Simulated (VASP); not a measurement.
# CuAu (P4/mmm) in VASP: further runs

Runs on CuAu. Level: PBE. Tasks: single point.

Program: VASP 6.6.1. These are calculated values, not measurements. Logs are shortened: lines on timing, memory, paths and dates and some standing lists are left out, and cuts for length are marked.

**1. The crystal as given**

Symmetry: P4/mmm, No. 123, tetragonal system. The conventional cell has a = 2.811 Å, b = 2.811 Å, c = 3.685 Å, α = 90.00°, β = 90.00°, γ = 90.00°. Au (site symmetry 4/mmm) has 8 Cu at 2.71 Å and 4 Au at 2.81 Å as nearest neighbours. Cu (site symmetry 4/mmm) has 8 Au at 2.71 Å and 4 Cu at 2.81 Å as nearest neighbours.

**2. Single point, PBE**

File INCAR:

```
SYSTEM = CuAu
ADDGRID  = .FALSE.      
ALGO     = Normal         ! electronic algorithm
EDIFF    = 1E-6           ! SCF threshold, eV
ENCUT    = 520            ! plane-wave cutoff, eV
GGA      = PE             ! functional
ISIF     = 2              ! what is computed and relaxed
ISMEAR   = 1              ! smearing method
LASPH    = .TRUE.         ! aspherical terms in the spheres
LCHARG   = .FALSE.        ! write CHGCAR
LREAL    = .FALSE.        ! projectors in reciprocal space
LWAVE    = .FALSE.        ! write WAVECAR
NBANDS   = 18             ! bands
NELM     = 100            ! most SCF steps
PREC     = Low            ! precision mode
SIGMA    = 0.2            ! smearing width, eV
```

File KPOINTS:

```
k-points
0
G
  10 10 8
  0 0 0
```

File POSCAR:

```
CuAu
1.0
    2.8107494552      0.0000000000      0.0000000000
    0.0000000000      2.8107494552      0.0000000000
    0.0000000000      0.0000000000      3.6850000000
Au Cu
1 1
Direct
    0.0257070000      0.0114430000     -0.0258500000
    0.4994280000      0.4658820000      0.5068750000
```

Potentials or basis: VASP PAW PBE potentials, release 64 (Au, Cu).

Command:

```console
$ cat potpaw_PBE.64/Au/POTCAR potpaw_PBE.64/Cu/POTCAR > POTCAR
$ mpirun -np 1 vasp_std > vasp.out
```

OUTCAR:

```text
SYSTEM = CuAu
   EDIFF = 1E-6
   ENCUT = 520
   GGA = PE
   ISIF = 2
   ISMEAR = 1
   LASPH = .TRUE.
   LREAL = .FALSE.
   NELM = 100
   PREC = Low

 Found    404 irreducible k-points:

 Following reciprocal coordinates:
            Coordinates               Weight
  0.000000  0.000000  0.000000      1.000000
  0.100000  0.000000  0.000000      2.000000
  0.000000  0.100000  0.000000      2.000000
  0.200000  0.000000  0.000000      2.000000
  0.000000  0.200000  0.000000      2.000000
  0.300000  0.000000  0.000000      2.000000
   k-points           NKPTS =    404   k-points in BZ     NKDIM =    404   number of bands    NBANDS=     18
   number of dos      NEDOS =    301   number of ions     NIONS =      2
   total plane-waves  NPLWV =   6144
   dimension x,y,z NGX =    16 NGY =   16 NGZ =   24
   dimension x,y,z NGXF=    16 NGYF=   16 NGZF=   24
   ions per type =               1   1
   NGX,Y,Z   is equivalent  to a cutoff of   9.46,  9.46, 10.83 a.u.
   NGXF,Y,Z  is equivalent  to a cutoff of   9.46,  9.46, 10.83 a.u.
 SYSTEM =  CuAu
   PREC   = low       normal or accurate (medium, high low for compatibility)
   ISTART =      0    job   : 0-new  1-cont  2-samecut
   ICHARG =      2    charge: 1-file 2-atom 10-const
   ISPIN  =      1    spin polarized calculation?
   LNONCOLLINEAR =      F non collinear calculations
   LSORBIT =      F    spin-orbit coupling
   LASPH  =      T    aspherical Exc in radial PAW
   ENCUT  =  520.0 eV  38.22 Ry    6.18 a.u.   5.23  5.23  6.85*2*pi/ulx,y,z
   NELM   =    100;   NELMIN=  2; NELMDL= -5     # of ELM steps
   EDIFF  = 0.1E-05   stopping-criterion for ELM
   LREAL  =      F    real-space projection
   EDIFFG = 0.1E-04   stopping-criterion for IOM
   NSW    =      0    number of steps for IOM
   IBRION =     -1    ionic relax: 0-MD 1-quasi-New 2-CG
   NFREE  =      0    steps in history (QN), initial steepest desc. (CG)
   ISIF   =      2    stress and relaxation
   ISYM   =      2    0-nonsym 1-usesym 2-fastsym
   POTIM  = 0.5000    time-step for ionic-motion
   TEBEG  =    0.0;   TEEND  =   0.0 temperature during run
   PSTRESS=    0.0 pullay stress
   NELECT =      22.0000    total number of electrons
   NUPDOWN=      -1.0000    fix difference up-down
   EMIN   =  10.00;   EMAX   =-10.00  energy-range for DOS
   EFERMI =   0.00;   METHOD = LEGACY
   ISMEAR =     1;   SIGMA  =   0.20  broadening in eV -4-tet -1-fermi 0-gaus
   EFERMI_NEDOS =   21; number of points for ismear=-14 and -15
   IALGO  =     38    algorithm
   IMIX   =      4    mixing-type and parameters
     AMIX     =   0.40;   BMIX     =  1.00
     AMIX_MAG =   1.60;   BMIX_MAG =  1.00
  volume/ion in A,a.u.               =      14.56        98.23
  Fermi-wavevector in a.u.,A,eV,Ry     =   1.491152  2.817868 30.253005  2.223533
  Thomas-Fermi vector in A             =   2.603843
   LORBIT       =      0    0 simple, 1 ext, 2 COOP (PROOUT), +10 PAW based schemes
   GGA     = PE    functional components
   LHFCALC =     F    Hartree Fock is set to
   AEXX    =    0.0000 exact exchange contribution
   IVDW    =     0    specifies the selected vdW correction
   LEPSILON=     F    determine dielectric tensor
   LRPA    =     F    only Hartree local field effects (RPA)
 non-spin polarized calculation
 Methfessel and Paxton  Order N= 1 SIGMA  =   0.20
  energy-cutoff  :      520.00
  volume of cell :       29.11
 maximum number of plane-waves:       802
   NGX = 11   NGY = 11   NGZ = 13

 number of electron      22.0000774 magnetization

 Free energy of the ion-electron system (eV)
  ---------------------------------------------------
  ext. energy  EPLUGINS =         0.00000000
  ---------------------------------------------------
  free energy    TOTEN  =        -6.95459146 eV

  energy without entropy =       -6.95489524  energy(sigma->0) =       -6.95469272

 E-fermi :   8.7373     XC(G=0): -12.6523

 val. band max:        8.7370559446   @ k =  -0.1000   0.5000   0.3750
 cond. band min:       8.7431605410   @ k =   0.5000   0.1000   0.5000
 fundamental gap:      0.0061045963
 Fermi energy:         8.7372686551

 k-point     1 :       0.0000    0.0000    0.0000
  band No.  band energies     occupation
      1      -1.0411      2.00000
      2       2.1103      2.00000
      3       2.2641      2.00000
      4       4.6090      2.00000
      5       4.6877      2.00000
      6       5.7173      2.00000
      7       5.8866      2.00000
      8       6.5462      2.00000
      9       7.0149      2.00000
     10       7.1945      2.00000
     11       7.2797      2.00000
     12      10.9300     -0.00000
     13      16.6854      0.00000
     14      18.8145      0.00000
     15      18.8976      0.00000
     16      25.3166      0.00000
     17      25.4554      0.00000
     18      26.2527      0.00000

 k-point     2 :       0.1000    0.0000    0.0000
  band No.  band energies     occupation
      1      -0.8087      2.00000
      2       2.2239      2.00000
      3       2.3965      2.00000
      4       4.4821      2.00000
      5       4.7179      2.00000
      6       5.6033      2.00000
      7       5.9256      2.00000
      8       6.5155      2.00000
      9       6.9367      2.00000
     10       6.9673      2.00000
     11       7.1824      2.00000
     12      11.5560     -0.00000
     13      16.3390      0.00000
     14      17.7400      0.00000
     15      19.2811      0.00000
     16      25.0353      0.00000
     17      26.2999      0.00000
     18      27.1940      0.00000

 k-point     3 :       0.0000    0.1000    0.0000
  band No.  band energies     occupation
      1      -0.8095      2.00000
      2       2.2152      2.00000
      3       2.4062      2.00000
      4       4.5171      2.00000
      5       4.6828      2.00000
      6       5.6105      2.00000
      7       5.9262      2.00000
      8       6.5133      2.00000
      9       6.9232      2.00000
     10       6.9333      2.00000
     11       7.2246      2.00000
     12      11.5497     -0.00000
     13      16.3460      0.00000
     14      17.7864      0.00000
     15      19.2061      0.00000
     16      25.1305      0.00000
     17      26.3127      0.00000
     18      27.0711      0.00000

 k-point     4 :       0.2000    0.0000    0.0000
  band No.  band energies     occupation
      1      -0.1566      2.00000
      2       2.4428      2.00000
      3       2.8661      2.00000
      4       4.1063      2.00000
      5       4.8361      2.00000
      6       5.3097      2.00000
      7       5.9741      2.00000
      8       6.3741      2.00000
      9       6.6159      2.00000
     10       6.7859      2.00000
     11       7.0731      2.00000
     12      12.9853      0.00000
     13      14.3567      0.00000
     14      17.2174      0.00000
     15      20.3438      0.00000
     16      24.0747      0.00000
     17      25.7787      0.00000
     18      27.4690      0.00000

 k-point     5 :       0.0000    0.2000    0.0000
  band No.  band energies     occupation
      1      -0.1601      2.00000
      2       2.4311      2.00000
      3       2.8819      2.00000
      4       4.1379      2.00000
      5       4.8051      2.00000
      6       5.3301      2.00000
      7       5.9803      2.00000
      8       6.3471      2.00000
      9       6.6132      2.00000
     10       6.7475      2.00000
     11       7.1084      2.00000
     12      12.9701      0.00000
     13      14.3800      0.00000
     14      17.2225      0.00000
     15      20.2894      0.00000
     16      24.1225      0.00000
     17      25.8104      0.00000
     18      27.5196      0.00000

 k-point     6 :       0.3000    0.0000    0.0000
  band No.  band energies     occupation
      1       0.7667      2.00000
      2       2.7285      2.00000
      3       3.5072      2.00000
      4       3.6809      2.00000
      5       4.9055      2.00000
      6       5.0438      2.00000
      7       5.9086      2.00000
      8       6.1116      2.00000
      9       6.5526      2.00000
     10       6.8095      2.00000
     11       6.9072      2.00000
     12      11.9194     -0.00000
     13      14.7793      0.00000
     14      17.3040      0.00000
     15      21.8653      0.00000
     16      22.6402      0.00000
     17      23.9940      0.00000
     18      26.3453      0.00000

 [... further k-points ...]

------------------------ aborting loop because EDIFF is reached ----------------------------------------

  FORCE on cell =-STRESS in cart. coord.  units (eV):
  Direction    XX          YY          ZZ          XY          YZ          ZX
  --------------------------------------------------------------------------------------
  -------------------------------------------------------------------------------------
  Total        1.3812446      1.2391811      1.1356311      0.1149269     -0.3448222     -0.2101721
  in kB       76.0150205     68.1967358     62.4979995      6.3248567    -18.9768441    -11.5665492
  external PRESSURE =      68.9032519 kB  Pullay stress =       0.0000000 kB

 VOLUME and BASIS-vectors are now :
 -----------------------------------------------------------------------------
  energy-cutoff  :      520.00
  volume of cell :       29.11
      direct lattice vectors                 reciprocal lattice vectors
     2.810749455  0.000000000  0.000000000     0.355776997  0.000000000  0.000000000
     0.000000000  2.810749455  0.000000000     0.000000000  0.355776997  0.000000000
     0.000000000  0.000000000  3.685000000     0.000000000  0.000000000  0.271370421

 POSITION                                       TOTAL-FORCE (eV/Angst)
 -----------------------------------------------------------------------------------
      0.07226      0.03216      3.58974        -0.306277     -0.499884      0.938545
      1.40377      1.30948      1.86783         0.306277      0.499884     -0.938545
 -----------------------------------------------------------------------------------
    total drift:                                0.003437     -0.012075     -0.019963

  FREE ENERGIE OF THE ION-ELECTRON SYSTEM (eV)
  ---------------------------------------------------
  free  energy   TOTEN  =        -6.9545914563 eV

  energy  without entropy=       -6.9548952370  energy(sigma->0) =       -6.95469272
```

It took 60 s on 1 thread of Intel Xeon Platinum 8375C at 2.90GHz (Ice Lake), shared host; peak memory 0.27 GiB.

The run converged, but some of its settings lie outside the range that counts as converged, so its numbers aren't taken as properties of the crystal.

Results:

```yaml
Free_energy: -6.9546 eV
Pressure: 6.9 GPa
Largest_force: 1.107 eV/Å
Band_gap_on_the_k_mesh: none (metal or under the smearing width)
```

**3. Single point, PBE**

Changes to INCAR since step 2:

```diff
@@ -14,3 +14,3 @@
 NELM     = 100            ! most SCF steps
-PREC     = Low            ! precision mode
+PREC     = Normal         ! precision mode
 SIGMA    = 0.2            ! smearing width, eV
```

KPOINTS is that of step 2.

File POSCAR:

```
CuAu
1.0
    2.8107494552      0.0000000000      0.0000000000
    0.0000000000      2.8107494552      0.0000000000
    0.0000000000      0.0000000000      3.6850000000
Au Cu
1 1
Direct
    0.0000000000      0.0000000000      0.0000000000
    0.5000000000      0.5000000000      0.5000000000
```

Potentials or basis: VASP PAW PBE potentials, release 64 (Au, Cu).

Command:

```console
$ cat potpaw_PBE.64/Au/POTCAR potpaw_PBE.64/Cu/POTCAR > POTCAR
$ mpirun -np 1 vasp_std > vasp.out
```

It took 19 s on 1 thread of Intel Xeon Platinum 8375C at 2.90GHz (Ice Lake), shared host; peak memory 0.14 GiB.

The run converged, but some of its settings lie outside the range that counts as converged, so its numbers aren't taken as properties of the crystal.

What came out:

```
Free energy            : -7.0456 eV
Pressure               : 4.7 GPa
Band gap on the k mesh : none (metal or under the smearing width)
```

[end of part 1 of 2]
